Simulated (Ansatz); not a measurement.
Write the native input for Ansatz 0.2.0 that does the following.

| Item | Value |
| --- | --- |
| Task | electric field gradients |
| Functional | PBE |
| Potentials or basis | all-electron PAW datasets made for the crystal |
| Cutoff | 560 eV (chosen from the basis error) |
| k mesh | 6 × 6 × 6 |
| Occupations | fermi-dirac, width 0.05 eV |
| Spin | no spin polarisation |

SiO2:

```
Si O
1.0
    -4.47204    4.47204    2.61177
     4.47204   -4.47204    2.61177
     4.47204    4.47204   -2.61177
Si O
4 8
Cartesian
  2.8899 2.8899 2.6118
  2.8899 -2.8899 2.6118
  -2.8899 2.8899 2.6118
  1.5821 1.5821 0.0000
  7.0788 0.0000 0.0000
  0.0000 1.8653 0.0000
  0.0000 7.0788 0.0000
  1.8653 0.0000 0.0000
  2.2360 2.2360 -1.3059
  -2.2360 2.2360 1.3059
  2.2360 -2.2360 1.3059
  2.2360 2.2360 1.3059
```

The cell comes from a database or a generator and needn't be the stable form of this composition.

These files were run (other wordings do the same):

input.yaml

```yaml
crystal:
  lattice:
    - [-4.47204052, 4.47204052, 2.61177035]
    - [4.47204052, -4.47204052, 2.61177035]
    - [4.47204052, 4.47204052, -2.61177035]
  atoms:
    - { symbol: Si, position: [0.82311142, 0.82311142, 0.64622284] }
    - { symbol: Si, position: [0.17688858, 0.82311142, 0.0] }
    - { symbol: Si, position: [0.82311142, 0.17688858, 0.0] }
    - { symbol: Si, position: [0.17688858, 0.17688858, 0.35377716] }
    - { symbol: O, position: [0.0, 0.79145134, 0.79145134] }
    - { symbol: O, position: [0.20854866, 0.0, 0.20854866] }
    - { symbol: O, position: [0.79145134, 0.0, 0.79145134] }
    - { symbol: O, position: [0.0, 0.20854866, 0.20854866] }
    - { symbol: O, position: [0.0, 0.0, 0.5] }
    - { symbol: O, position: [0.5, 0.0, 0.0] }
    - { symbol: O, position: [0.0, 0.5, 0.0] }
    - { symbol: O, position: [0.5, 0.5, 0.5] }
kpoints:
  mp_grid: { grid: [6, 6, 6] }
scf:
  occupations: { method: fermi_dirac, width: 0.05 }
hamiltonian:
  xc: pbe
  pseudopotentials: { kind: all_electron, datasets: crystal }
output:
  forces: true
  stress: true
  eigenvalues: true
  efg: {}
```

Potentials or basis: all-electron PAW datasets made for the crystal.

Run with:

```console
$ ansatz run input.yaml --threads 8 --pin off --max-ram 24576MiB --backend cpu --events-out ev --progress --plain --runs-dir out
```

It gave:

```json
{
 "Pressure": "3.7 GPa",
 "Largest force": "0.217 eV/Å",
 "Band gap on the k mesh": "5.46 eV, indirect (least direct gap 5.47 eV)"
}
```

Run time: 110 s on 8 threads of Intel(R) Xeon(R) Processor @ 2.50GHz (Skylake/Cascade Lake) (shared host), peak memory 3 GiB.
